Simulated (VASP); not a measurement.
Input of a VASP 6.6.1 run:

The input INCAR:

```
PREC = Accurate ; ENCUT = 600
EDIFF = 1E-7 ; ISMEAR = 0
SIGMA = 0.03 ; LREAL = False
LASPH = True ; NELM = 80
ALGO = Normal ; ISIF = 3
LWAVE = False ; LCHARG = False
GGA = PE ; IBRION = 2
NSW = 90 ; EDIFFG = -0.005
```

The input KPOINTS:

```
regular mesh
0
Gamma
  9 9 6
```

Contents of POSCAR:

```
Se                                      
1.0
    4.5232764446      0.0000000000      0.0000000000
   -2.2616382223      3.9172723093     -0.0000000000
   -0.0000000000      0.0000000000      5.0466508214
  Se            
     3
Direct
     0.2190247648645036    0.0000000000000000    0.3333333332999970
     0.0000000000000000    0.2190247648645035    0.6666666667000030
     0.7809752351354965    0.7809752351354966    0.0000000000000000
```

Potentials or basis: VASP PAW PBE potentials, release 64 (Se).

Run with:

```sh
$ cat potpaw_PBE.64/Se/POTCAR > POTCAR
$ mpirun -np 1 vasp_std > vasp.out
```

Question: Estimate the band gap on the k mesh.

Answer: 1.03 eV, indirect (least direct gap 1.24 eV).

Final structure:
```
CELL_PARAMETERS angstrom
4.52328 0.00000 0.00000
-2.26164 3.91727 0.00000
0.00000 0.00000 5.04665
ATOMIC_POSITIONS crystal
Se 0.21902 0.00000 0.33333
Se 0.00000 0.21902 0.66667
Se 0.78098 0.78098 0.00000
```

Caveat: the relaxation stopped at its first step, so nothing moved; an odd mesh through Γ misses points on the zone boundary, where band edges often lie.
